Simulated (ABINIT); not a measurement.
# Sb (I4/mmm) in ABINIT: relaxation of cell and atoms with r2SCAN

Aim: the relaxation of cell and atoms of Sb with r2SCAN.

All numbers are computed with ABINIT 10.8.3 (patched build); they aren't measurements. Logs are shortened: lines on timing, memory, paths and dates and some standing lists are left out, and cuts for length are marked. The log counts tension as positive stress, the text compression.

## 1. The structure

It takes space group I4/mmm (No. 139, tetragonal). The conventional cell has a = 3.153 Å, b = 3.153 Å, c = 5.424 Å, α = 90.00°, β = 90.00°, γ = 90.00°. Around Sb (site symmetry 4/mmm) lie 12 Sb at 3.15 to 3.51 Å.

This isn't the form of Sb at room conditions, which is rhombohedral.

## 2. Relaxation of cell and atoms, r2SCAN

File run.abi:

```
# Pseudopotentials
pp_dirpath "./"
pseudos "Sb.GGA_PBE-JTH.xml"

# Structure
acell 6.634410462 6.634410462 6.634410462
rprim
    -0.4490571073     0.4490571073     0.7724606325
     0.4490571073    -0.4490571073     0.7724606325
     0.4490571073     0.4490571073    -0.7724606325
ntypat 1
znucl 51
natom 1
typat 1
xcart
     0.0000000000     0.0000000000     0.0000000000
chkprim 0
chksymtnons 0
tolsym 1.0e-6

# Plane-wave basis
ecut 19.0
pawecutdg 38.0

# k points
kptopt 1
ngkpt 10 10 10
nshiftk 1
shiftk 0.0 0.0 0.0

# Exchange and correlation
ixc -497498
usekden 1
pawxcdev 0

# Bands and occupations
nband 12
occopt 3
tsmear 0.05 eV

# SCF cycle
nstep 100
tolvrs 1.0e-7

# Output
iomode 3
prtwf 0
prtden 0
prteig 0
prtebands 0

# Relaxation
ionmov 2
ntime 60
tolmxf 0.0001
optcell 2
dilatmx 1.08
ecutsm 0.5
```

Potentials or basis: JTH PAW PBE v2.0.

Run with:

```sh
> abinit run.abi > log 2>&1
```

run.abo:

```text
.Version 10.8.3 of ABINIT
 Symmetries : space group I4/m m m (#139); Bravais tI (body-center tetrag.)
================================================================================
 Values of the parameters that define the memory need of the present run
     intxc =       0    ionmov =       2      iscf =      17    lmnmax =      18
     lnmax =       6     mgfft =      30  mpssoang =       3    mqgrid =    3001
     natom =       1  nloc_mem =       2    nspden =       1   nspinor =       1
    nsppol =       1      nsym =      16    n1xccc =       1    ntypat =       1
    occopt =       3   xclevel =       2
       mpw =         926          nfft =       27000          nkpt =         102
 PAW method is used; the additional fine FFT grid is defined by:
   mgfftf=        40    nfftf =     64000
================================================================================
================================================================================

--------------------------------------------------------------------------------
------------- Echo of variables that govern the present computation ------------
--------------------------------------------------------------------------------
 -outvars: echo values of preprocessed input variables --------
            acell      6.6344104620E+00  6.6344104620E+00  6.6344104620E+00 Bohr
              amu      1.21753000E+02
          chkprim           0
      chksymtnons           0
          dilatmx      1.08000000E+00
             ecut      1.90000000E+01 Hartree
           ecutsm      5.00000000E-01 Hartree
           ionmov           2
                       outvar_i_n : Printing only first  50 k-points.
              ixc     -497498
                       outvar_i_n : Printing only first  50 k-points.
         kptrlatt       10    0    0      0   10    0      0    0   10
          kptrlen      5.95845834E+01
            natom           1
            nband          12
            ngfft          30      30      30
          ngfftdg          40      40      40
             nkpt         102
            nstep         100
             nsym          16
            ntime          60
           ntypat           1
                       prtocc : prtvol=0, do not print more k-points.
           occopt           3
          optcell           2
        pawecutdg      3.80000000E+01 Hartree
         pawxcdev           0
           prtden           0
        prtebands           0
           prteig           0
          prtkden           1
            prtwf           0
            rprim     -4.4905710730E-01  4.4905710730E-01  7.7246063250E-01
                       4.4905710730E-01 -4.4905710730E-01  7.7246063250E-01
                       4.4905710730E-01  4.4905710730E-01 -7.7246063250E-01
          spgroup         139
           tolmxf      1.00000000E-04
           tolsym      1.00000000E-06
           tolvrs      1.00000000E-07
           tsmear      1.83746611E-03 Hartree
            typat      1
          usekden           1
           useylm           1
                       outvars : Printing only first  50 k-points.
            znucl       51.00000

================================================================================

 chkinp: Checking input parameters for consistency.

================================================================================
== DATASET  1 ==================================================================

--- !DatasetInfo
iteration_state: {dtset: 1, }
dimensions: {natom: 1, nkpt: 102, mband: 12, nsppol: 1, nspinor: 1, nspden: 1, mpw: 926, }
cutoff_energies: {ecut:  19.0, pawecutdg:  38.0, }
electrons: {nelect:   1.50000000E+01, charge:   0.00000000E+00, occopt:   3.00000000E+00, tsmear:   1.83746611E-03, }
meta: {optdriver: 0, ionmov: 2, optcell: 2, iscf: 17, paral_kgb: 0, }
...

 Real(R)+Recip(G) space primitive vectors, cartesian coordinates (Bohr,Bohr^-1):
 R(1)= -2.9792292  2.9792292  5.1248209  G(1)=  0.0000000  0.1678286  0.0975644
 R(2)=  2.9792292 -2.9792292  5.1248209  G(2)=  0.1678286  0.0000000  0.0975644
 R(3)=  2.9792292  2.9792292 -5.1248209  G(3)=  0.1678286  0.1678286  0.0000000
 Unit cell volume ucvol=  1.8194767E+02 bohr^3
 Angles (23,13,12)=  1.26633590E+02  1.26633590E+02  7.88492627E+01 degrees

 Coarse grid specifications (used for wave-functions):

 getcut: wavevector=  0.0000  0.0000  0.0000  ngfft=  30  30  30
         ecut(hartree)=     22.162   => boxcut(ratio)=   2.13385

 Fine grid specifications (used for densities):

 getcut: wavevector=  0.0000  0.0000  0.0000  ngfft=  40  40  40
         ecut(hartree)=     44.323   => boxcut(ratio)=   2.01181

--- Pseudopotential description ------------------------------------------------
- pspini: atom type   1  psp file is ./Sb.GGA_PBE-JTH.xml
 Pseudopotential format is: paw10
 basis_size (lnmax)=  6 (lmn_size= 18), orbitals=   0   0   1   1   2   2
 Spheres core radius: rc_sph= 2.40089151
 Shapefunction is BESSEL type: shapef(r,l)=aa(1,l)*jl(q(1,l)*r)+aa(2,l)*jl(q(2,l)*r)
 Radius for shape functions =  2.00542650
 Compensation charge density is not taken into account in XC energy/potential

   3.83764456E+02                                ecore*ucvol(ha*bohr**3)
--------------------------------------------------------------------------------

================================================================================

=== [ionmov= 2] Broyden-Fletcher-Goldfarb-Shanno method (forces)
================================================================================

--- Iteration: ( 1/60) Internal Cycle: (1/1)
--------------------------------------------------------------------------------

---SELF-CONSISTENT-FIELD CONVERGENCE--------------------------------------------

--- !BeginCycle
iteration_state: {dtset: 1, itime: 1, icycle: 1, }
solver: {iscf: 17, nstep: 100, nline: 4, wfoptalg: 10, }
tolerances: {tolvrs: 1.00E-07, }
...
[... 655 lines left out ...]
 -2.99059484918690E+00  2.99059484918690E+00  5.22832163161969E+00
  2.99059484918690E+00 -2.99059484918690E+00  5.22832163161969E+00
  2.99059484918690E+00  2.99059484918690E+00 -5.22832163161969E+00
 Unitary Cell Volume (ucvol) [Bohr^3]=  1.87041272979331E+02
 Angles (23,13,12)= [degrees]
  1.27190084061862E+02  1.27190084061862E+02  7.79407840885235E+01
 Lengths [Bohr]
  6.72477971294442E+00  6.72477971294442E+00  6.72477971294442E+00
 Stress tensor in cartesian coordinates (strten) [Ha/bohr^3]
 -1.97355239345276E-07  0.00000000000000E+00  0.00000000000000E+00
  0.00000000000000E+00 -1.97355239348745E-07  0.00000000000000E+00
  0.00000000000000E+00  0.00000000000000E+00  8.01732926660262E-07
 Total energy (etotal) [Ha]= -6.22320226921485E+01

 Difference of energy with previous step (new-old):
           Absolute (Ha)=-5.94954E-07
           Relative     =-9.56026E-09

 At Broyd/MD step   7, gradients are converged :
  max grad (force/stress) = 8.0173E-05 < tolmxf= 1.0000E-04 ha/bohr (free atoms)

================================================================================

 ----iterations are completed or convergence reached----

 Mean square residual over all n,k,spin=   42.129E-09; max=  41.445E-06
 reduced coordinates (array xred) for    1 atoms
       0.000000000000      0.000000000000      0.000000000000
 rms dE/dt=  0.0000E+00; max dE/dt=  0.0000E+00; dE/dt below (all hartree)
    1       0.000000000000      0.000000000000      0.000000000000

 cartesian coordinates (angstrom) at end:
    1      0.00000000000000     0.00000000000000     0.00000000000000

 cartesian forces (hartree/bohr) at end:
    1     -0.00000000000000    -0.00000000000000    -0.00000000000000
 frms,max,avg= 0.0000000E+00 0.0000000E+00   0.000E+00  0.000E+00  0.000E+00 h/b

 cartesian forces (eV/Angstrom) at end:
    1     -0.00000000000000    -0.00000000000000    -0.00000000000000
 frms,max,avg= 0.0000000E+00 0.0000000E+00   0.000E+00  0.000E+00  0.000E+00 e/A
 length scales=  6.724779712944  6.724779712944  6.724779712944 bohr
              =  3.558600170019  3.558600170019  3.558600170019 angstroms
 Fermi (or HOMO) energy (hartree) =   0.28418   Average Vxc (hartree)=  -0.37988
 Eigenvalues (hartree) for nkpt= 102  k points:
 kpt#   1, nband= 12, wtk=  0.00100, kpt=  0.0000  0.0000  0.0000 (reduced coord)
  -0.82644   -0.82582   -0.82401   -0.82401   -0.82121   -0.20803    0.44786    0.48762
   0.48762    0.65576    0.69560    0.70837
      occupation numbers for kpt#   1
   2.00000    2.00000    2.00000    2.00000    2.00000    2.00000    0.00000    0.00000
   0.00000    0.00000    0.00000    0.00000
 prteigrs : prtvol=0 or 1, do not print more k-points.

--- !EnergyTerms
iteration_state     : {dtset: 1, itime: 7, icycle: 1, }
comment             : Components of total free energy in Hartree
kinetic             :  4.07304823237499E+00
hartree             :  2.18193494217174E+01
xc                  : -2.19865308983548E+00
Ewald energy        : -5.67139540970620E+01
psp_core            :  2.05176349628895E+00
local_psp           : -6.73723595980617E+01
PAW spherical_terms :  3.61090277339934E+01
internal            : -6.22317779005844E+01
'-kT*entropy'       : -1.29212834434016E-04
total_energy        : -6.22319071134188E+01
total_energy_eV     : -1.69341646128725E+03
...

--- !EnergyTermsDC
iteration_state     : {dtset: 1, itime: 7, icycle: 1, }
comment             : '"Double-counting" decomposition of free energy'
band_energy         : -7.83372248744014E+00
Ewald energy        : -5.67139540970620E+01
psp_core            :  2.05176349628895E+00
xc_dc               : -2.13541378186653E+01
PAW spherical_terms :  2.16181574275644E+01
internal            : -6.22318934793141E+01
'-kT*entropy'       : -1.29212834434016E-04
total_energy_dc     : -6.22320226921485E+01
total_energy_dc_eV  : -1.69341960634471E+03
...

--- !EnergyTermsWithPAWCore
iteration_state     : {dtset: 1, itime: 7, icycle: 1, }
comment             : 'Components of total free energy, including PAW core contributions'
Total energy        : -6.48212721479897E+03
Total energy DC     : -6.48212733037770E+03
Total energy (eV)   : -1.76387667337480E+05
Total energy DC (eV): -1.76387670482537E+05
...

 Cartesian components of stress tensor (hartree/bohr^3)
  sigma(1 1)= -1.97355239E-07  sigma(3 2)=  0.00000000E+00
  sigma(2 2)= -1.97355239E-07  sigma(3 1)=  0.00000000E+00
  sigma(3 3)=  8.01732927E-07  sigma(2 1)=  0.00000000E+00

-Cartesian components of stress tensor (GPa)         [Pressure= -3.9917E-03 GPa]
- sigma(1 1)= -5.80639161E-03  sigma(3 2)=  0.00000000E+00
- sigma(2 2)= -5.80639161E-03  sigma(3 1)=  0.00000000E+00
- sigma(3 3)=  2.35877971E-02  sigma(2 1)=  0.00000000E+00

== END DATASET(S) ==============================================================
================================================================================

 -outvars: echo values of variables after computation  --------
            acell      6.7247797129E+00  6.7247797129E+00  6.7247797129E+00 Bohr
           etotal     -6.2232022692E+01
            fcart     -0.0000000000E+00 -0.0000000000E+00 -0.0000000000E+00
            rprim     -4.4471268604E-01  4.4471268604E-01  7.7747106296E-01
                       4.4471268604E-01 -4.4471268604E-01  7.7747106296E-01
                       4.4471268604E-01  4.4471268604E-01 -7.7747106296E-01
           strten     -1.9735523935E-07 -1.9735523935E-07  8.0173292666E-07
                       0.0000000000E+00  0.0000000000E+00  0.0000000000E+00
 Calculation completed.
```

Wall time 12 min (1 thread of Arm Neoverse V1, shared host); peak memory 0.15 GiB.

Results:

* Free energy: -1693.4196 eV
* Relaxed volume: 27.72 Å³/atom
* Relaxed cell: a = 3.559 Å, b = 3.559 Å, c = 3.559 Å, α = 127.19°, β = 127.19°, γ = 77.94°
* Space group after relaxing (to 0.05 Å): I4/mmm (No. 139)
* Energy gained by relaxing: 4.7 meV/atom
* Ionic steps: 7
* Pressure after relaxing: 0.0 GPa
* Band gap on the k mesh: none (metal or under the smearing width)
* Valence electrons inside the program's atomic spheres: Sb 12.36 (radii [1.2705] Å)

Step by step:
```tsv
step	energy change (eV)	largest force (eV/Å)	pressure (GPa)	volume (Å³)
1	0.0000	0.0000	1.58	26.96
2	-0.0013	0.0000	1.27	27.09
3	-0.0044	0.0000	-0.06	27.71
4	-0.0045	0.0000	-0.13	27.75
5	-0.0047	0.0000	-0.20	27.80
6	-0.0047	0.0000	-0.12	27.77
7	-0.0047	0.0000	0.00	27.72
```

Final structure:
```yaml
crystal:
  lattice:
    - [-1.58255, 1.58255, 2.76671]
    - [1.58255, -1.58255, 2.76671]
    - [1.58255, 1.58255, -2.76671]
  atoms:
    - { symbol: Sb, position: [0.00000, 0.00000, 0.00000] }
```

Caveat: totals of a meta-GGA on PAW files have another zero than those of a GGA; the PAW data sets were made with another functional, which shifts forces and pressure a little.
